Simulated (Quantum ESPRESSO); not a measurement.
# Pb in Quantum ESPRESSO: further runs, part 2 of 2

Quantum ESPRESSO 7.5. The steps go on from the part before.

## (3) Work function, PBE

Contents of pw.in:

```
&CONTROL
  calculation = 'scf'
  prefix = 'pwscf'
  outdir = './tmp'
  pseudo_dir = './pseudo'
  tprnfor = .true.
  disk_io = 'low'
/
&SYSTEM
  ibrav = 0
  celldm(1) = 8
  nat = 5
  ntyp = 1
  ecutwfc = 56
  nbnd = 46
  occupations = 'smearing'
  smearing = 'fd'
  degauss = 0.00367493
/
&ELECTRONS
  conv_thr = 5d-09
  electron_maxstep = 150
  mixing_beta = 0.3
  mixing_mode = 'local-TF'
/
ATOMIC_SPECIES
Pb   207.2000 Pb.upf
CELL_PARAMETERS alat
  0.8220310273332  -0.0000000000000   0.0000000000000
 -0.4110155136762   0.7118997523751   0.0000000000000
  0.0000000000000   0.0000000000000   6.1841287428378
ATOMIC_POSITIONS crystal
Pb     0.6666666667    0.3333333334    0.2864782277
Pb     0.3333333333    0.6666666666    0.3932391138
Pb     0.6666666667    0.3333333334    0.5000000000
Pb     0.3333333333    0.6666666666    0.6067608862
Pb     0.6666666667    0.3333333334    0.7135217723
K_POINTS automatic
11 11 1 0 0 0
```

Contents of pp_density.in:

```
&INPUTPP
  prefix = 'pwscf'
  outdir = './tmp'
  filplot = 'density.dat'
  plot_num = 0
/
&PLOT
  nfile = 1
  filepp(1) = 'density.dat'
  iflag = 3
  output_format = 6
  fileout = 'density.cube'
/
```

Contents of pp_potential.in:

```
&INPUTPP
  prefix = 'pwscf'
  outdir = './tmp'
  filplot = 'potential.dat'
  plot_num = 11
/
&PLOT
  nfile = 1
  filepp(1) = 'potential.dat'
  iflag = 3
  output_format = 6
  fileout = 'potential.cube'
/
```

Contents of pp_elf.in:

```
&INPUTPP
  prefix = 'pwscf'
  outdir = './tmp'
  filplot = 'elf.dat'
  plot_num = 8
/
&PLOT
  nfile = 1
  filepp(1) = 'elf.dat'
  iflag = 3
  output_format = 6
  fileout = 'elf.cube'
/
```

Potentials or basis: PseudoDojo 0.4.1 SR PBE standard.

Launch:

```bash
$ OMP_NUM_THREADS=1 mpirun -n 2 pw.x -nk 2 -in pw.in > pw.out
$ OMP_NUM_THREADS=1 mpirun -n 1 pp.x -in pp_density.in > pp_density.out
$ OMP_NUM_THREADS=1 mpirun -n 1 pp.x -in pp_potential.in > pp_potential.out
$ OMP_NUM_THREADS=1 mpirun -n 1 pp.x -in pp_elf.in > pp_elf.out
```

pw.out:

```text
This program is part of the open-source Quantum ESPRESSO suite
     for quantum simulation of materials; please cite
[... 6 lines left out ...]
     using ibrav=0 with symmetry is DISCOURAGED, use correct ibrav instead

     K-points division:     npool     =       2
     Subspace diagonalization in iterative solution of the eigenvalue problem:
     a serial algorithm will be used

     G-vector sticks info
     --------------------
     sticks:   dense  smooth     PW     G-vecs:    dense   smooth      PW
     Sum         673     673    199               105007   105007   16729

     Using Slab Decomposition

     bravais-lattice index     =            0
     lattice parameter (alat)  =       8.0000  a.u.
     unit-cell volume          =    1852.9152 (a.u.)^3
     number of atoms/cell      =            5
     number of atomic types    =            1
     number of electrons       =        70.00
     number of Kohn-Sham states=           46
     kinetic-energy cutoff     =      56.0000  Ry
     charge density cutoff     =     224.0000  Ry
     scf convergence threshold =      5.0E-09
     mixing beta               =       0.3000
     number of iterations used =            8  local-TF  mixing
     Exchange-correlation= PBE
                           (   1   4   3   4   0   0   0)

     celldm(1)=   8.000000  celldm(2)=   0.000000  celldm(3)=   0.000000
     celldm(4)=   0.000000  celldm(5)=   0.000000  celldm(6)=   0.000000

     crystal axes: (cart. coord. in units of alat)
               a(1) = (   0.822031  -0.000000   0.000000 )
               a(2) = (  -0.411016   0.711900   0.000000 )
               a(3) = (   0.000000   0.000000   6.184129 )

     reciprocal axes: (cart. coord. in units 2 pi/alat)
               b(1) = (  1.216499  0.702346 -0.000000 )
               b(2) = (  0.000000  1.404692 -0.000000 )
               b(3) = ( -0.000000 -0.000000  0.161704 )

     PseudoPot. # 1 for Pb read from file:
     Pb.upf
     Pseudo is Norm-conserving + core correction, Zval = 14.0
     Generated using ONCVPSP code by D. R. Hamann
     Using radial grid of 1678 points,  6 beta functions with:
                l(1) =   0
                l(2) =   0
                l(3) =   1
                l(4) =   1
                l(5) =   2
                l(6) =   2

     atomic species   valence    mass     pseudopotential
     Pb               14.00   207.20000     Pb( 1.00)

     12 Sym. Ops. (no inversion) found

   Cartesian axes

     site n.     atom                  positions (alat units)
         1        Pb     tau(   1) = (   0.4110155   0.2372999   1.7716182  )
         2        Pb     tau(   2) = (  -0.0000000   0.4745998   2.4318413  )
         3        Pb     tau(   3) = (   0.4110155   0.2372999   3.0920644  )
         4        Pb     tau(   4) = (  -0.0000000   0.4745998   3.7522874  )
         5        Pb     tau(   5) = (   0.4110155   0.2372999   4.4125105  )

     number of k points=    16  Fermi-Dirac smearing, width (Ry)=  0.0037
                       cart. coord. in units 2pi/alat
        k(    1) = (   0.0000000   0.0000000   0.0000000), wk =   0.0165289
        k(    2) = (   0.0000000   0.1276993   0.0000000), wk =   0.0991736
        k(    3) = (   0.0000000   0.2553986   0.0000000), wk =   0.0991736
        k(    4) = (   0.0000000   0.3830979   0.0000000), wk =   0.0991736
        k(    5) = (   0.0000000   0.5107971   0.0000000), wk =   0.0991736
        k(    6) = (   0.0000000   0.6384964   0.0000000), wk =   0.0991736
[... 8 lines left out ...]
        k(   15) = (   0.3317725   0.5746468   0.0000000), wk =   0.0991736
        k(   16) = (   0.3317725   0.7023461   0.0000000), wk =   0.0991736

     Dense  grid:   105007 G-vectors     FFT dimensions: (  32,  32, 240)

     Initial potential from superposition of free atoms

     starting charge      69.9893, renormalised to      70.0000

     negative rho (up, down):  1.181E-05 0.000E+00
     Starting wfcs are   45 randomized atomic wfcs +    1 random wfcs

     Self-consistent Calculation

     iteration #  1     ecut=    56.00 Ry     beta= 0.30
     Davidson diagonalization with overlap
     ethr =  1.00E-02,  avg # of iterations =  5.2

     Threshold (ethr) on eigenvalues was too large:
     Diagonalizing with lowered threshold

     Davidson diagonalization with overlap
     ethr =  1.27E-04,  avg # of iterations =  6.6

     total energy              =    -703.79334892 Ry
     estimated scf accuracy    <       0.09305402 Ry

     iteration #  2     ecut=    56.00 Ry     beta= 0.30
     Davidson diagonalization with overlap
     ethr =  1.33E-04,  avg # of iterations =  1.1

     total energy              =    -703.78022530 Ry
     estimated scf accuracy    <       0.06411524 Ry

     iteration #  3     ecut=    56.00 Ry     beta= 0.30
     Davidson diagonalization with overlap
     ethr =  9.16E-05,  avg # of iterations =  5.6

     total energy              =    -703.78537145 Ry
     estimated scf accuracy    <       0.00262714 Ry
[... 19 lines left out ...]
     total energy              =    -703.78476934 Ry
     estimated scf accuracy    <       0.00145134 Ry

     iteration #  7     ecut=    56.00 Ry     beta= 0.30
     Davidson diagonalization with overlap
     ethr =  1.66E-06,  avg # of iterations =  7.9

     total energy              =    -703.78489380 Ry
     estimated scf accuracy    <       0.00019290 Ry

     iteration #  8     ecut=    56.00 Ry     beta= 0.30
     Davidson diagonalization with overlap
     ethr =  2.76E-07,  avg # of iterations =  2.1

     negative rho (up, down):  9.332E-04 0.000E+00

     total energy              =    -703.78497626 Ry
     estimated scf accuracy    <       0.00009153 Ry

     iteration #  9     ecut=    56.00 Ry     beta= 0.30
     Davidson diagonalization with overlap
     ethr =  1.31E-07,  avg # of iterations =  5.2

     total energy              =    -703.78499181 Ry
     estimated scf accuracy    <       0.00002312 Ry

     iteration # 10     ecut=    56.00 Ry     beta= 0.30
     Davidson diagonalization with overlap
     ethr =  3.30E-08,  avg # of iterations =  5.5

     negative rho (up, down):  6.875E-05 0.000E+00

     total energy              =    -703.78499981 Ry
     estimated scf accuracy    <       0.00000356 Ry

     iteration # 11     ecut=    56.00 Ry     beta= 0.30
     Davidson diagonalization with overlap
     ethr =  5.08E-09,  avg # of iterations =  4.8

     negative rho (up, down):  1.408E-05 0.000E+00

     total energy              =    -703.78499960 Ry
     estimated scf accuracy    <       0.00000022 Ry

     iteration # 12     ecut=    56.00 Ry     beta= 0.30
     Davidson diagonalization with overlap
     ethr =  3.15E-10,  avg # of iterations =  3.2

     negative rho (up, down):  5.862E-06 0.000E+00

     total energy              =    -703.78499963 Ry
     estimated scf accuracy    <       0.00000004 Ry

     iteration # 13     ecut=    56.00 Ry     beta= 0.30
     Davidson diagonalization with overlap
     ethr =  5.21E-11,  avg # of iterations =  2.3

     End of self-consistent calculation

          k = 0.0000 0.0000 0.0000 ( 13095 PWs)   bands (ev):

   -12.4855 -12.4606 -12.4593 -12.4476 -12.4476 -12.3968 -12.3968 -12.3878
   -12.3863 -12.3839 -12.3839 -12.3781 -12.3781 -12.3606 -12.3606 -12.3155
   -12.3155 -12.2644 -12.2644 -12.2328 -12.2328 -12.1520 -12.1520 -12.1345
   -12.1345  -7.1282  -6.6176  -5.8426  -4.7895  -3.7793   0.9783   2.5520
     4.6061   6.7206   8.0126   8.2265   9.7187   9.9428  10.4234  10.4234
    10.8350  10.8350  11.3463  11.3463  11.8365  11.8604

          k = 0.0000 0.1277 0.0000 ( 13105 PWs)   bands (ev):

   -12.4806 -12.4550 -12.4528 -12.4456 -12.4284 -12.4052 -12.3968 -12.3941
   -12.3834 -12.3715 -12.3645 -12.3620 -12.3607 -12.3546 -12.3440 -12.3220
   -12.3178 -12.2701 -12.2649 -12.2383 -12.2313 -12.1629 -12.1520 -12.1479
   -12.1325  -6.9835  -6.4739  -5.7027  -4.6585  -3.6635   1.1406   2.6896
     4.7102   6.7990   8.1187   8.3353   8.8577   9.3341   9.7273   9.8427
     9.9149  10.0966  10.3144  10.7417  10.9561  10.9926
[... 111 lines left out ...]
   -12.4981 -12.4640 -12.4564 -12.4364 -12.4053 -12.4030 -12.3928 -12.3639
   -12.3602 -12.3568 -12.3323 -12.3301 -12.2935 -12.2755 -12.2535 -12.2448
   -12.2174 -12.2107 -12.2026 -12.1923 -12.1745 -12.1482 -12.1432 -12.1051
   -12.0962  -3.5514  -3.1618  -2.6888  -2.2317  -2.0520   2.2078   2.2366
     2.4454   2.7249   2.9251   4.0132   4.2395   4.8155   4.9168   5.3948
     6.0535   6.7368   7.5801   8.6192   8.9993  10.5242

          k = 0.3318 0.7023 0.0000 ( 13150 PWs)   bands (ev):

   -12.5052 -12.4650 -12.4491 -12.4329 -12.4112 -12.3925 -12.3711 -12.3688
   -12.3544 -12.3512 -12.3136 -12.3072 -12.2919 -12.2771 -12.2413 -12.2326
   -12.2320 -12.2195 -12.2153 -12.1700 -12.1696 -12.1520 -12.1498 -12.1271
   -12.1132  -2.8732  -2.5914  -2.3943  -2.2962  -2.2421   1.9234   2.0462
     2.1850   2.7836   3.2554   3.4219   3.6480   4.0003   4.6601   5.5823
     5.8419   6.9722   7.2606   8.6214   8.9323  10.1862

     the Fermi energy is     4.7052 ev

!    total energy              =    -703.78499961 Ry
     estimated scf accuracy    <          3.2E-09 Ry
     smearing contrib. (-TS)   =      -0.00264841 Ry
     internal energy E=F+TS    =    -703.78235120 Ry

     The total energy is F=E-TS. E is the sum of the following terms:
     one-electron contribution =   -3186.26724549 Ry
     hartree contribution      =    1627.02260575 Ry
     xc contribution           =    -199.91342651 Ry
     ewald contribution        =    1055.37571504 Ry

     convergence has been achieved in  13 iterations

     Forces acting on atoms (cartesian axes, Ry/au):

     atom    1 type  1   force =     0.00000000   -0.00000000   -0.00293696
     atom    2 type  1   force =    -0.00000000    0.00000000   -0.00964162
     atom    3 type  1   force =     0.00000000    0.00000000    0.00000000
     atom    4 type  1   force =     0.00000000    0.00000000    0.00964162
     atom    5 type  1   force =     0.00000000    0.00000000    0.00293696

     Total force =     0.014254     Total SCF correction =     0.000089

=------------------------------------------------------------------------------=
   JOB DONE.
=------------------------------------------------------------------------------=
```

Run time: 94 s. Hardware: 2 MPI ranks of Arm Neoverse V2, shared host; peak memory 0.52 GiB.

Results:

```yaml
Free_energy: -9575.4827 eV
Largest_force: 0.248 eV/Å
Band_gap_on_the_k_mesh: none (metal or under the smearing width)
Work_function_of_the_upper_face: 3.62 eV
Work_function_of_the_lower_face: 3.62 eV
```

Forces on the atoms (eV/Å):
```
Pb   0.000  0.000 -0.076
Pb   0.000  0.000 -0.248
Pb   0.000  0.000  0.000
Pb   0.000  0.000  0.248
Pb   0.000  0.000  0.076
```
